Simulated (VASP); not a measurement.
# CaO (Fm-3m) in VASP: Born charges and dielectric tensor with LDA

Aim: the Born charges and dielectric tensor of CaO with LDA.

Everything below comes from runs of VASP 6.6.1. Logs are shortened: lines on timing, memory, paths and dates and some standing lists are left out, and cuts for length are marked.

**1. The crystal as given**

It takes space group Fm-3m (No. 225, cubic). Conventional cell: a = 4.896 Å, b = 4.896 Å, c = 4.896 Å, α = 90.00°, β = 90.00°, γ = 90.00°. Ca (site symmetry m-3m) has 6 O at 2.45 Å as nearest neighbours. Around O (site symmetry m-3m) lie 6 Ca at 2.45 Å.

**2. Born charges and dielectric tensor, LDA**

Contents of INCAR:

```
PREC = Accurate ; ENCUT = 600
EDIFF = 1E-8 ; ISMEAR = 0
SIGMA = 0.02 ; LREAL = F
LASPH = T ; NELM = 80
ALGO = Normal ; ISIF = 2
LWAVE = F ; LCHARG = F
LEPSILON = T ; IBRION = 8
NSW = 1
```

Contents of KPOINTS:

```
Automatic mesh
0
Gamma
  8 8 8
```

Contents of POSCAR:

```
CaO
1.0
    0.0000000000      2.4478000000      2.4478000000
    2.4478000000      0.0000000000      2.4478000000
    2.4478000000      2.4478000000      0.0000000000
Ca O
1 1
Direct
    0.0000000000      0.0000000000      0.0000000000
    0.5000000000      0.5000000000      0.5000000000
```

Potentials or basis: VASP PAW LDA potentials, release 64 (Ca_sv, O).

The run is started by

```
$ cat potpaw_LDA.64/Ca_sv/POTCAR potpaw_LDA.64/O/POTCAR > POTCAR
$ mpirun -np 1 vasp_std > vasp.out
```

OUTCAR:

```text
PREC = Accurate
   ENCUT = 600
   EDIFF = 1E-8
   ISMEAR = 0
   LREAL = F
   LASPH = T
   NELM = 80
   ISIF = 2
   LEPSILON = T
   IBRION = 8
   NSW = 1

 ion  position               nearest neighbor table
   1  0.000  0.000  0.000-   2 2.45   2 2.45   2 2.45   2 2.45   2 2.45   2 2.45
   2  0.500  0.500  0.500-   1 2.45   1 2.45   1 2.45   1 2.45   1 2.45   1 2.45

  LATTYP: Found a face centered cubic cell.
 ALAT       =     4.8956000000

  Lattice vectors:

 A1 = (   0.0000000000,   2.4478000000,   2.4478000000)
 A2 = (   2.4478000000,   0.0000000000,   2.4478000000)
 A3 = (   2.4478000000,   2.4478000000,   0.0000000000)

Analysis of symmetry for initial positions (statically):
=====================================================================
 Subroutine PRICEL returns:
 Original cell was already a primitive cell.

 Routine SETGRP: Setting up the symmetry group for a
 face centered cubic supercell.

 Subroutine GETGRP returns: Found 48 space group operations
 (whereof 48 operations were pure point group operations)
 out of a pool of 48 trial point group operations.

The static configuration has the point symmetry O_h .

Analysis of symmetry for dynamics (positions and initial velocities):
=====================================================================
 Subroutine PRICEL returns:
 Original cell was already a primitive cell.

 Routine SETGRP: Setting up the symmetry group for a
 face centered cubic supercell.

 Subroutine GETGRP returns: Found 48 space group operations
 (whereof 48 operations were pure point group operations)
 out of a pool of 48 trial point group operations.

The dynamic configuration has the point symmetry O_h .

 Subroutine INISYM returns: Found 48 space group operations
 (whereof 48 operations are pure point group operations),
 and found     1 'primitive' translations

----------------------------------------------------------------------------------------

                                     Primitive cell

  volume of cell :      29.3331

  direct lattice vectors                    reciprocal lattice vectors
     0.000000000  2.447800000  2.447800000    -0.204265054  0.204265054  0.204265054
     2.447800000  0.000000000  2.447800000     0.204265054 -0.204265054  0.204265054
     2.447800000  2.447800000  0.000000000     0.204265054  0.204265054 -0.204265054

  length of vectors
     3.461711958  3.461711958  3.461711958     0.353797452  0.353797452  0.353797452

  position of ions in fractional coordinates (direct lattice)
     0.000000000  0.000000000  0.000000000
     0.500000000  0.500000000  0.500000000

  ion indices of the primitive-cell ions
   primitive index   ion index
                 1           1
                 2           2

----------------------------------------------------------------------------------------

 KPOINTS: Automatic mesh

Automatic generation of k-mesh.
 Grid dimensions read from file:
 generate k-points for:    8    8    8

 Generating k-lattice:

  Cartesian coordinates                     Fractional coordinates (reciprocal lattice)
    -0.025533132  0.025533132  0.025533132     0.125000000  0.000000000  0.000000000
[... 510 lines left out ...]
  ---------------------------------------------------
  free energy    TOTEN  =        -0.24487763 eV

  energy without entropy =       -0.24487763

------------------------ aborting loop because EDIFF is reached ----------------------------------------

--------------------------------------- Ionic step        2  -------------------------------------------

------------------------ aborting loop because EDIFF is reached ----------------------------------------

--------------------------------------- Ionic step        3  -------------------------------------------

------------------------ aborting loop because EDIFF is reached ----------------------------------------

 PIEZOELECTRIC TENSOR FIELD DIRECTION 3  (e Angst)
 -----------------------------------------------------------------------------
    -0.00000  0.00000 -0.00000           ( -0.00001  0.00000 -0.00000)
     0.00000 -0.00000  0.00000           (  0.00000 -0.00001  0.00000)
    -0.00000 -0.00000 -0.00074           ( -0.00000  0.00000 -0.00000)

 PIEZOELECTRIC TENSOR FIELD DIRECTION 3  (C/m^2)
 -----------------------------------------------------------------------------
    -0.00000  0.00000 -0.00000
     0.00000 -0.00000  0.00000
    -0.00000 -0.00000 -0.00041

--------------------------------------- Ionic step        4  -------------------------------------------

------------------------ aborting loop because EDIFF is reached ----------------------------------------

[... ionic steps 5 to 6 ...]

--------------------------------------- Ionic step        7  -------------------------------------------

 Free energy of the ion-electron system (eV)
  ---------------------------------------------------
  ---------------------------------------------------
  free energy    TOTEN  =        -0.35730668 eV

  energy without entropy =       -0.35730668

------------------------ aborting loop because EDIFF is reached ----------------------------------------

 INTERNAL STRAIN TENSOR  FOR ION    2  DIRECTION 1   (eV/Angst):
 -----------------------------------------------------------------------------
     0.01528 -0.00000 -0.00000
     0.00000 -0.00923  0.00000
     0.00000  0.00000 -0.00923

 MACROSCOPIC STATIC DIELECTRIC TENSOR (including local field effects in DFT)
 ------------------------------------------------------
           3.831605    -0.000000    -0.000000
          -0.000000     3.831605     0.000000
          -0.000000    -0.000000     3.831605
 ------------------------------------------------------

 PIEZOELECTRIC TENSOR (including local field effects)  for field in x, y, z        (e  Angst)
          XX          YY          ZZ          XY          YZ          ZX
  --------------------------------------------------------------------------------
  x     0.00000     0.00000     0.00000     0.00000     0.00000     0.00000
  y     0.00000     0.00000     0.00000     0.00000     0.00000     0.00000
  z     0.00000     0.00000     0.00000     0.00000     0.00000     0.00000

 PIEZOELECTRIC TENSOR (including local field effects)  for field in x, y, z        (C/m^2)
          XX          YY          ZZ          XY          YZ          ZX
  --------------------------------------------------------------------------------
  x     0.00000     0.00000     0.00000     0.00000     0.00000     0.00000
  y     0.00000     0.00000     0.00000     0.00000     0.00000     0.00000
  z     0.00000     0.00000     0.00000     0.00000     0.00000     0.00000

 BORN EFFECTIVE CHARGES (including local field effects) (in |e|, cummulative output)
 ---------------------------------------------------------------------------------
 ion    1
    1     2.33829     0.00000     0.00000
    2    -0.00000     2.33829     0.00000
    3    -0.00000     0.00000     2.33829
 ion    2
    1    -2.33829    -0.00000    -0.00000
    2     0.00000    -2.33829    -0.00000
    3     0.00000    -0.00000    -2.33829

 INTERNAL STRAIN TENSOR FOR ION    2 for displacements in x,y,z  (eV/Angst):
          X           Y           Z          XY          YZ          ZX
  --------------------------------------------------------------------------------
  x     0.00000     0.00000     0.00000     0.00000     0.00000     0.00000
  y     0.00000     0.00000     0.00000     0.00000     0.00000     0.00000
  z     0.00000     0.00000     0.00000     0.00000     0.00000     0.00000

 SECOND DERIVATIVES (NOT SYMMETRIZED)
 ------------------------------------
               1X          1Y          1Z          2X          2Y          2Z
  1X    -1.872601    0.000000    0.000000    1.872601    0.000000    0.000000
  1Y     0.000000   -1.872601    0.000000    0.000000    1.872601    0.000000
  1Z     0.000000    0.000000   -1.872601    0.000000    0.000000    1.872601
  2X     1.849986    0.000000    0.000000   -1.849986    0.000000    0.000000
  2Y     0.000000    1.849986    0.000000    0.000000   -1.849986    0.000000
  2Z     0.000000    0.000000    1.849986    0.000000    0.000000   -1.849986

 Eigenvectors and eigenvalues of the dynamical matrix
 ----------------------------------------------------

   1 f  =    6.299062 THz    39.578177 2PiTHz  210.114108 cm-1    26.050818 meV
             X         Y         Z           dx          dy          dz
      0.000000  0.000000  0.000000     0.000000    0.536474    0.000000
      2.447800  2.447800  2.447800     0.000000   -0.843917    0.000000
[... 21 lines left out ...]
   6 f/i=    0.017325 THz     0.108853 2PiTHz    0.577885 cm-1     0.071649 meV
             X         Y         Z           dx          dy          dz
      0.000000  0.000000  0.000000     0.000000    0.000000    0.843917
      2.447800  2.447800  2.447800     0.000000    0.000000    0.536474

--------------------------------------------------------------------------------------------------------

 MACROSCOPIC STATIC DIELECTRIC TENSOR IONIC CONTRIBUTION
 ------------------------------------------------------
          18.121054     0.000000     0.000000
           0.000000    18.121054     0.000000
           0.000000     0.000000    18.121054
 ------------------------------------------------------

 ELASTIC MODULI CONTR FROM IONIC RELAXATION (kBar)
 Direction    XX          YY          ZZ          XY          YZ          ZX
 --------------------------------------------------------------------------------
 XX           0.0000      0.0000      0.0000      0.0000      0.0000      0.0000
 YY           0.0000      0.0000      0.0000      0.0000      0.0000      0.0000
 ZZ           0.0000      0.0000      0.0000      0.0000      0.0000      0.0000
 XY           0.0000      0.0000      0.0000      0.0000      0.0000      0.0000
 YZ           0.0000      0.0000      0.0000      0.0000      0.0000      0.0000
 ZX           0.0000      0.0000      0.0000      0.0000      0.0000      0.0000
 --------------------------------------------------------------------------------

 PIEZOELECTRIC TENSOR IONIC CONTR  for field in x, y, z        (C/m^2)
          XX          YY          ZZ          XY          YZ          ZX
  --------------------------------------------------------------------------------
  x     0.00000     0.00000     0.00000     0.00000     0.00000     0.00000
  y     0.00000     0.00000     0.00000     0.00000     0.00000     0.00000
  z     0.00000     0.00000     0.00000     0.00000     0.00000     0.00000
```

Run time: 3.2 min. Hardware: 1 thread of Intel Xeon 6975P-C (Granite Rapids), shared host; peak memory 0.2 GiB.

Results:

```yaml
Band_gap_on_the_k_mesh: 3.48 eV, indirect (least direct gap 3.87 eV)
Electronic_dielectric_tensor_diagonal: 3.83
Born_charges_mean_of_the_diagonal: Ca +2.34; O -2.34 e
Highest_phonon_frequency_at_Γ_LO-TO_splitting_left_out: 210 cm⁻¹
```

Phonon frequencies in cm⁻¹ (negative: imaginary):
```csv
q point,frequencies
"(0.000, 0.000, 0.000)",-1 -1 -1 210 210 210
```

Electronic dielectric tensor:
```
3.83 0.00 0.00
0.00 3.83 0.00
0.00 0.00 3.83
```

Born effective charge tensors (e):
atom 1, Ca
```
2.34 0.00 0.00
0.00 2.34 0.00
0.00 0.00 2.34
```
atom 2, O
```
-2.34  0.00  0.00
 0.00 -2.34  0.00
 0.00  0.00 -2.34
```

A k mesh can miss the band edges.
